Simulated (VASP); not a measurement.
# VASP 6.6.1 run: BN

INCAR

```
NELM = 56
NBANDS = 4
PREC = Accurate
LREAL = .FALSE.
ISIF = 2
NSW = 0
SIGMA = 0.02
GGA = PE
ENCUT = 520
IBRION = -1
LASPH = .TRUE.
LWAVE = .FALSE.
LCHARG = .FALSE.
ISMEAR = -1
EDIFF = 1E-7
```

KPOINTS

```
KPOINTS created by Atomic Simulation Environment
0
Gamma
12 12 12
0 0 0
```

POSCAR

```
B  N
 1.0000000000000000
     0.0418970831000000    1.7925777840999999    1.7925777840999999
     1.7925777840999999    0.0418970831000000    1.7925777840999999
     1.7925777840999999    1.7925777840999999    0.0418970831000000
 B   N
   1   1
Cartesian
  0.0009819561621056  0.0009819561621056  0.0009819561621056
  0.9057812066628944  0.9057812066628944  0.9057812066628945
```

The recommended PBE PAW datasets give the neutral cell 8 valence electrons.

Command

```
mpirun -np 1 vasp_std
```

Problem. How does this run end, and what does it give?

Solution. It converged. Results: pressure 29.9 GPa; largest force 0.06 eV/Å.

OSZICAR

```
N       E                     dE             d eps       ncg     rms          rms(c)
DAV:   1     0.458416738087E+02    0.45842E+02   -0.49338E+03  1516   0.200E+03
DAV:   2    -0.174210704677E+02   -0.63263E+02   -0.63263E+02  2424   0.367E+02
DAV:   3    -0.184093114770E+02   -0.98824E+00   -0.98824E+00  1532   0.637E+01
DAV:   4    -0.184229384210E+02   -0.13627E-01   -0.13627E-01  1608   0.525E+00
DAV:   5    -0.184231748695E+02   -0.23645E-03   -0.23645E-03  1512   0.692E-01    0.708E+00
DAV:   6    -0.174606162699E+02    0.96256E+00   -0.33652E+00  1528   0.277E+01    0.353E+00
DAV:   7    -0.173676579313E+02    0.92958E-01   -0.13779E-01  1620   0.747E+00    0.198E+00
DAV:   8    -0.173504341682E+02    0.17224E-01   -0.43676E-02  1580   0.391E+00    0.185E-01
DAV:   9    -0.173505324703E+02   -0.98302E-04   -0.65000E-04  1512   0.584E-01    0.785E-02
DAV:  10    -0.173506021395E+02   -0.69669E-04   -0.12950E-04  1576   0.235E-01    0.157E-02
DAV:  11    -0.173506045985E+02   -0.24590E-05   -0.94731E-06  1524   0.525E-02    0.782E-03
DAV:  12    -0.173506055836E+02   -0.98511E-06   -0.10810E-06  1512   0.233E-02    0.126E-03
DAV:  13    -0.173506056490E+02   -0.65427E-07   -0.40106E-08   756   0.427E-03
   1 F= -.17350606E+02 E0= -.17350606E+02  d E =-.150925E-10
```

One setting is odd (too few bands), but here it hardly changes the result.

On sound settings PBE gives a gap of 4.41 eV on its mesh and a pressure of 29.9 GPa for the intended cell. This run's energy (σ→0) differs from it by 0 meV an atom.
